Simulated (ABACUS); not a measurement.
Crystal: BN.

```xyz
2
Lattice="-1.8130 0.0000 1.8130 0.0000 1.8130 1.8130 -1.8130 1.8130 0.0000" Properties=species:S:1:pos:R:3 pbc="T T T"
N    -2.7195    2.7195    2.7195
B     0.0000    0.0000    0.0000
```

The cell is a database's computed one.

| Property | Result |
| --- | --- |
| Program | ABACUS 3.10.1 |
| Task | relaxation of cell and atoms |
| Functional | BLYP |
| Potentials or basis | PseudoDojo NC SR 0.4.1 PBE standard |
| Cutoff | 1143 eV |
| Density cutoff | 4572 eV |
| Basis | plane waves |
| k mesh | 10 × 10 × 10 |
| Occupations | fermi-dirac, width 0.05 eV |
| Spin | no spin polarisation |

At the start: pressure 10.1 GPa; volume 5.96 Å³/atom.

Q: How do energy, volume and symmetry change on relaxing?

A: Over 3 steps the energy falls by 5.1 meV/atom and the volume is 6.13 Å³/atom (+2.8 %); space group F-43m (No. 216, to 0.05 Å).

The path:
```csv
step,energy change (eV),largest force (eV/Å),pressure (GPa),volume (Å³)
1,0.0000,0.0000,10.06,11.92
2,0.0002,0.0000,-9.28,12.60
3,-0.0102,0.0000,-0.04,12.25
```

Final structure:
```cif
data_structure
_symmetry_space_group_name_H-M 'P 1'
_symmetry_Int_Tables_number 1
_cell_length_a 2.5877
_cell_length_b 2.5877
_cell_length_c 2.5877
_cell_angle_alpha 60.000
_cell_angle_beta 60.000
_cell_angle_gamma 60.000
_cell_volume 12.25
loop_
_atom_site_label
_atom_site_type_symbol
_atom_site_fract_x
_atom_site_fract_y
_atom_site_fract_z
_atom_site_occupancy
N1 N 0.75000 0.75000 0.75000 1
B1 B 0.00000 0.00000 0.00000 1
```

Caveat: the potentials were made for another functional, which shifts forces and pressure.
